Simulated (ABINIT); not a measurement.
The system is FeO.

```
Fe O
1.0
    -1.60210    1.60210    2.08339
     1.60210   -1.60210    2.08339
     1.60210    1.60210   -2.08339
Fe O
1 1
Cartesian
  0.0000 0.0000 0.0000
  0.0000 0.0000 2.0834
```

The cell comes from a database or a generator and needn't be the stable form of this composition.

Base run:

| Quantity | Value |
| --- | --- |
| Program | ABINIT 10.8.3 (patched build) |
| Functional | PBE |
| Potentials or basis | JTH PAW PBE v2.0 |
| Cutoff | 707 eV |
| k mesh | 8 × 8 × 8 |
| Occupations | fermi-dirac, width 0.05 eV |
| Spin | collinear spin, ferromagnetic start |
| Starting moments | [3.0, 0.0] μB |
| Hubbard terms | Fe d U = 2 eV |

Its results: band gap on the k mesh none (metal or under the smearing width); pressure -3.0 GPa; net moment 4.00 μB per cell; site moments Fe +3.62; O +0.23 μB.

Problem. The run is repeated on the same cell with these changes: hubbard terms from Fe d U = 2 eV to Fe d U = 4 eV. What comes out?

Solution. Band gap on the k mesh none (metal or under the smearing width); pressure -7.7 GPa; net moment 4.01 μB per cell; site moments Fe +3.74; O +0.20 μB.

Caveats: a cell with one magnetic atom can't hold antiferromagnetic order, which such compounds often take.
